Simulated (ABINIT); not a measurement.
# Sb (Pm-3m) in ABINIT: single point with LDA

Aim: the single point of Sb with LDA.

All numbers are computed with ABINIT 10.8.3 (patched build); they aren't measurements. Logs are shortened: lines on timing, memory, paths and dates and some standing lists are left out, and cuts for length are marked. The log counts tension as positive stress, the text compression.

**1. The cell of the first run**

It takes space group Pm-3m (No. 221, cubic). Conventional cell: a = 4.453 Å, b = 4.453 Å, c = 4.453 Å, α = 90.00°, β = 90.00°, γ = 90.00°. Sb (site symmetry 4/mmm) is surrounded by 8 Sb at 3.15 Å.

The cell was built by a generator and needn't be a form met in nature.

**2. Single point, LDA, spin-orbit coupling, no magnetisation (cell squeezed)**

The input, run.abi:

```
# Pseudopotentials
pp_dirpath "./"
pseudos "Sb.hgh"

# Structure
acell 3*1.0
rprim
     8.4148546454     0.0000000000     0.0000000000
     0.0000000000     8.4148546454     0.0000000000
     0.0000000000     0.0000000000     8.4148546454
ntypat 1
znucl 51
natom 3
typat 1 1 1
xred
     0.5000000000     0.5000000000     0.0000000000
     0.5000000000     0.0000000000     0.5000000000
     0.0000000000     0.5000000000     0.5000000000
chkprim 0
chksymtnons 0
tolsym 1.0e-6

# Plane-wave basis
ecut 14.0

# k points
kptopt 1
ngkpt 4 4 4
nshiftk 1
shiftk 0.0 0.0 0.0

# Exchange and correlation
ixc 7

# Bands and occupations
nband 24
occopt 3
tsmear 0.00183747

# Spin
nspinor 2
nspden 1
so_psp 1*1

# SCF cycle
nstep 100
tolvrs 1.0e-10

# Output
iomode 3
prtwf 0
prtden 0
prteig 0
prtebands 0
enunit 2
```

Potentials or basis: HGH LDA.

Command:

```bash
abinit run.abi > log 2>&1
```

run.abo:

```text
.Version 10.8.3 of ABINIT
 Symmetries : space group Pm -3 m (#221); Bravais cP (primitive cubic)
================================================================================
 Values of the parameters that define the memory need of the present run
     intxc =       0    ionmov =       0      iscf =       7    lmnmax =       9
     lnmax =       9     mgfft =      30  mpssoang =       5    mqgrid =    3001
     natom =       3  nloc_mem =       1    nspden =       1   nspinor =       2
    nsppol =       1      nsym =      48    n1xccc =       0    ntypat =       1
    occopt =       3   xclevel =       1
       mpw =        1503          nfft =       27000          nkpt =          10
================================================================================
================================================================================

--------------------------------------------------------------------------------
------------- Echo of variables that govern the present computation ------------
--------------------------------------------------------------------------------
 -outvars: echo values of preprocessed input variables --------
            acell      1.0000000000E+00  1.0000000000E+00  1.0000000000E+00 Bohr
              amu      1.21753000E+02
          chkprim           0
      chksymtnons           0
             ecut      1.40000000E+01 Hartree
           enunit           2
              ixc           7
         kptrlatt        4    0    0      0    4    0      0    0    4
          kptrlen      3.36594186E+01
            natom           3
            nband          24
            ngfft          30      30      30
             nkpt          10
          nspinor           2
            nstep         100
             nsym          48
           ntypat           1
           occopt           3
           prtden           0
        prtebands           0
           prteig           0
            prtwf           0
            rprim      8.4148546454E+00  0.0000000000E+00  0.0000000000E+00
                       0.0000000000E+00  8.4148546454E+00  0.0000000000E+00
                       0.0000000000E+00  0.0000000000E+00  8.4148546454E+00
          spgroup         221
           tolsym      1.00000000E-06
           tolvrs      1.00000000E-10
           tsmear      1.83747000E-03 Hartree
            typat      1  1  1
           xangst      2.2264746542E+00  2.2264746542E+00  0.0000000000E+00
                       2.2264746542E+00  0.0000000000E+00  2.2264746542E+00
                       0.0000000000E+00  2.2264746542E+00  2.2264746542E+00
            xcart      4.2074273227E+00  4.2074273227E+00  0.0000000000E+00
                       4.2074273227E+00  0.0000000000E+00  4.2074273227E+00
                       0.0000000000E+00  4.2074273227E+00  4.2074273227E+00
             xred      5.0000000000E-01  5.0000000000E-01  0.0000000000E+00
                       5.0000000000E-01  0.0000000000E+00  5.0000000000E-01
                       0.0000000000E+00  5.0000000000E-01  5.0000000000E-01
            znucl       51.00000

================================================================================

 chkinp: Checking input parameters for consistency.

================================================================================
== DATASET  1 ==================================================================

--- !DatasetInfo
iteration_state: {dtset: 1, }
dimensions: {natom: 3, nkpt: 10, mband: 24, nsppol: 1, nspinor: 2, nspden: 1, mpw: 1503, }
cutoff_energies: {ecut:  14.0, pawecutdg:  -1.0, }
electrons: {nelect:   1.50000000E+01, charge:   0.00000000E+00, occopt:   3.00000000E+00, tsmear:   1.83747000E-03, }
meta: {optdriver: 0, ionmov: 0, optcell: 0, iscf: 7, paral_kgb: 0, }
...

 Exchange-correlation functional for the present dataset will be:
  LDA: Perdew-Wang 92 LSD fit to Ceperley-Alder data - ixc=7
  J.P.Perdew and Y.Wang, PRB 45, 13244 (1992)

 Real(R)+Recip(G) space primitive vectors, cartesian coordinates (Bohr,Bohr^-1):
 R(1)=  8.4148546  0.0000000  0.0000000  G(1)=  0.1188375  0.0000000  0.0000000
 R(2)=  0.0000000  8.4148546  0.0000000  G(2)=  0.0000000  0.1188375  0.0000000
 R(3)=  0.0000000  0.0000000  8.4148546  G(3)=  0.0000000  0.0000000  0.1188375
 Unit cell volume ucvol=  5.9585400E+02 bohr^3
 Angles (23,13,12)=  9.00000000E+01  9.00000000E+01  9.00000000E+01 degrees

 getcut: wavevector=  0.0000  0.0000  0.0000  ngfft=  30  30  30
         ecut(hartree)=     14.000   => boxcut(ratio)=   2.11663

--- Pseudopotential description ------------------------------------------------
- pspini: atom type   1  psp file is ./Sb.hgh
    3    1    2    0      2001   0.00000      pspcod,pspxc,lmax,lloc,mmax,r2well

 pspatm : COMMENT -
  the projectors are not normalized,
  so that the KB energies are not consistent with
  definition in PRB44, 8503 (1991).
  However, this does not influence the results obtained hereafter.

   1.46448049E+03                                ecore*ucvol(ha*bohr**3)
--------------------------------------------------------------------------------

================================================================================

--- !BeginCycle
iteration_state: {dtset: 1, }
solver: {iscf: 7, nstep: 100, nline: 4, wfoptalg: 0, }
tolerances: {tolvrs: 1.00E-10, }
...

     iter   Etot(hartree)      deltaE(h)  residm     vres2
 ETOT  1  -16.798220872627    -1.680E+01 2.156E-02 1.048E+01
 ETOT  2  -16.811638302319    -1.342E-02 1.426E-03 2.123E-01
 ETOT  3  -16.811735642940    -9.734E-05 6.340E-04 6.480E-03
 ETOT  4  -16.811736413088    -7.701E-07 4.050E-04 6.376E-04
 ETOT  5  -16.811736521474    -1.084E-07 1.583E-04 4.249E-06
 ETOT  6  -16.811736522512    -1.037E-09 2.922E-05 4.018E-08
 ETOT  7  -16.811736522522    -9.958E-12 9.678E-05 2.679E-10
 ETOT  8  -16.811736522522    -2.984E-13 1.061E-05 1.452E-12

 At SCF step    8       vres2   =  1.45E-12 < tolvrs=  1.00E-10 =>converged.

 Cartesian components of stress tensor (hartree/bohr^3)
  sigma(1 1)= -5.89026963E-05  sigma(3 2)=  0.00000000E+00
  sigma(2 2)= -5.89026963E-05  sigma(3 1)=  0.00000000E+00
  sigma(3 3)= -5.89026963E-05  sigma(2 1)=  0.00000000E+00

--- !ResultsGS
iteration_state: {dtset: 1, }
comment   : Summary of ground state results
lattice_vectors:
- [  8.4148546,   0.0000000,   0.0000000, ]
- [  0.0000000,   8.4148546,   0.0000000, ]
- [  0.0000000,   0.0000000,   8.4148546, ]
lattice_lengths: [   8.41485,    8.41485,    8.41485, ]
lattice_angles: [ 90.000,  90.000,  90.000, ] # degrees, (23, 13, 12)
lattice_volume:   5.9585400E+02
convergence: {deltae: -2.984E-13, res2:  1.452E-12, residm:  1.061E-05, diffor: null, }
etotal    :  -1.68117365E+01
entropy   :   0.00000000E+00
fermie    :   8.39155331E-02
cartesian_stress_tensor: # hartree/bohr^3
- [ -5.89026963E-05,   0.00000000E+00,   0.00000000E+00, ]
- [  0.00000000E+00,  -5.89026963E-05,   0.00000000E+00, ]
- [  0.00000000E+00,   0.00000000E+00,  -5.89026963E-05, ]
pressure_GPa:   1.7330E+00
xred      :
- [  5.0000E-01,   5.0000E-01,   0.0000E+00, Sb]
- [  5.0000E-01,   0.0000E+00,   5.0000E-01, Sb]
- [  0.0000E+00,   5.0000E-01,   5.0000E-01, Sb]
cartesian_forces: # hartree/bohr
- [ -0.00000000E+00,  -0.00000000E+00,  -0.00000000E+00, ]
- [ -0.00000000E+00,  -0.00000000E+00,  -0.00000000E+00, ]
- [ -0.00000000E+00,  -0.00000000E+00,  -0.00000000E+00, ]
force_length_stats: {min:   0.00000000E+00, max:   0.00000000E+00, mean:   0.00000000E+00, }
...

 Integrated electronic density in atomic spheres:
 ------------------------------------------------
 Atom  Sphere_radius  Integrated_density
    1        2.00000          1.51266793
    2        2.00000          1.51266793
    3        2.00000          1.51266793
================================================================================

 ----iterations are completed or convergence reached----

 Mean square residual over all n,k,spin=   11.687E-08; max=  10.612E-06
 reduced coordinates (array xred) for    3 atoms
       0.500000000000      0.500000000000      0.000000000000
       0.500000000000      0.000000000000      0.500000000000
       0.000000000000      0.500000000000      0.500000000000
 rms dE/dt=  0.0000E+00; max dE/dt=  0.0000E+00; dE/dt below (all hartree)
    1       0.000000000000      0.000000000000      0.000000000000
    2       0.000000000000      0.000000000000      0.000000000000
    3       0.000000000000      0.000000000000      0.000000000000

 cartesian coordinates (angstrom) at end:
    1      2.22647465419300     2.22647465419300     0.00000000000000
    2      2.22647465419300     0.00000000000000     2.22647465419300
    3      0.00000000000000     2.22647465419300     2.22647465419300

 cartesian forces (hartree/bohr) at end:
    1     -0.00000000000000    -0.00000000000000    -0.00000000000000
    2     -0.00000000000000    -0.00000000000000    -0.00000000000000
    3     -0.00000000000000    -0.00000000000000    -0.00000000000000
 frms,max,avg= 0.0000000E+00 0.0000000E+00   0.000E+00  0.000E+00  0.000E+00 h/b

 cartesian forces (eV/Angstrom) at end:
    1     -0.00000000000000    -0.00000000000000    -0.00000000000000
    2     -0.00000000000000    -0.00000000000000    -0.00000000000000
    3     -0.00000000000000    -0.00000000000000    -0.00000000000000
 frms,max,avg= 0.0000000E+00 0.0000000E+00   0.000E+00  0.000E+00  0.000E+00 e/A
 length scales=  1.000000000000  1.000000000000  1.000000000000 bohr
              =  0.529177210544  0.529177210544  0.529177210544 angstroms
 Fermi (or HOMO) energy (hartree) =   0.08392   Average Vxc (hartree)=  -0.32183
 Eigenvalues (hartree) for nkpt=  10  k points:
 kpt#   1, nband= 24, wtk=  0.01563, kpt=  0.0000  0.0000  0.0000 (reduced coord)
  -0.39843   -0.39843   -0.17397   -0.17397   -0.17397   -0.17397   -0.08296   -0.08296
  -0.08296   -0.08296   -0.07214   -0.07214    0.12965    0.12965    0.12965    0.12965
   0.13206    0.13206    0.14661    0.14661    0.20894    0.20894    0.24027    0.24027
      occupation numbers for kpt#   1
   1.00000    1.00000    1.00000    1.00000    1.00000    1.00000    1.00000    1.00000
   1.00000    1.00000    1.00000    1.00000    0.00000    0.00000    0.00000    0.00000
   0.00000    0.00000    0.00000    0.00000    0.00000    0.00000    0.00000    0.00000
 prteigrs : prtvol=0 or 1, do not print more k-points.

 Fermi (or HOMO) energy (eV) =   2.28346   Average Vxc (eV)=  -8.75742
 Eigenvalues (   eV  ) for nkpt=  10  k points:
 kpt#   1, nband= 24, wtk=  0.01563, kpt=  0.0000  0.0000  0.0000 (reduced coord)
 -10.84183  -10.84183   -4.73385   -4.73385   -4.73385   -4.73385   -2.25748   -2.25748
  -2.25748   -2.25748   -1.96316   -1.96316    3.52792    3.52792    3.52792    3.52792
   3.59354    3.59354    3.98939    3.98939    5.68553    5.68553    6.53804    6.53804
 prteigrs : prtvol=0 or 1, do not print more k-points.

--- !EnergyTerms
iteration_state     : {dtset: 1, }
comment             : Components of total free energy in Hartree
kinetic             :  5.36234300784076E+00
hartree             :  9.13634336937587E-01
xc                  : -4.20884686851402E+00
Ewald energy        : -1.78360502552943E+01
psp_core            :  2.45778413179290E+00
local_psp           : -3.95688411838954E+00
non_local_psp       :  4.57548238818741E-01
internal            : -1.68104715268079E+01
'-kT*entropy'       : -1.26499571394171E-03
total_energy        : -1.68117365225218E+01
total_energy_eV     : -4.57470655980007E+02
band_energy         : -1.79732831081825E+00
...

 Cartesian components of stress tensor (hartree/bohr^3)
  sigma(1 1)= -5.89026963E-05  sigma(3 2)=  0.00000000E+00
  sigma(2 2)= -5.89026963E-05  sigma(3 1)=  0.00000000E+00
  sigma(3 3)= -5.89026963E-05  sigma(2 1)=  0.00000000E+00

-Cartesian components of stress tensor (GPa)         [Pressure=  1.7330E+00 GPa]
- sigma(1 1)= -1.73297716E+00  sigma(3 2)=  0.00000000E+00
- sigma(2 2)= -1.73297716E+00  sigma(3 1)=  0.00000000E+00
- sigma(3 3)= -1.73297716E+00  sigma(2 1)=  0.00000000E+00

== END DATASET(S) ==============================================================
================================================================================

 -outvars: echo values of variables after computation  --------
            acell      1.0000000000E+00  1.0000000000E+00  1.0000000000E+00 Bohr
           etotal     -1.6811736523E+01
            fcart     -0.0000000000E+00 -0.0000000000E+00 -0.0000000000E+00
                      -0.0000000000E+00 -0.0000000000E+00 -0.0000000000E+00
                      -0.0000000000E+00 -0.0000000000E+00 -0.0000000000E+00
            rprim      8.4148546454E+00  0.0000000000E+00  0.0000000000E+00
                       0.0000000000E+00  8.4148546454E+00  0.0000000000E+00
                       0.0000000000E+00  0.0000000000E+00  8.4148546454E+00
           strten     -5.8902696329E-05 -5.8902696329E-05 -5.8902696329E-05
                       0.0000000000E+00  0.0000000000E+00  0.0000000000E+00
           xangst      2.2264746542E+00  2.2264746542E+00  0.0000000000E+00
                       2.2264746542E+00  0.0000000000E+00  2.2264746542E+00
                       0.0000000000E+00  2.2264746542E+00  2.2264746542E+00
             xred      5.0000000000E-01  5.0000000000E-01  0.0000000000E+00
                       5.0000000000E-01  0.0000000000E+00  5.0000000000E-01
                       0.0000000000E+00  5.0000000000E-01  5.0000000000E-01
 Calculation completed.
```

It took 19 s on 1 thread of Arm Neoverse V1, shared host; peak memory 0.06 GiB.

Results:

| Item | Value |
| --- | --- |
| Free energy | -457.4707 eV |
| Pressure | 1.7 GPa |
| Band gap on the k mesh | none (metal or under the smearing width) |
| Valence electrons inside the program's atomic spheres | Sb 1.51 (radii [1.0584] Å) |

Caveat: HGH potentials are hard and often keep d shells in the core, so these values are rough.
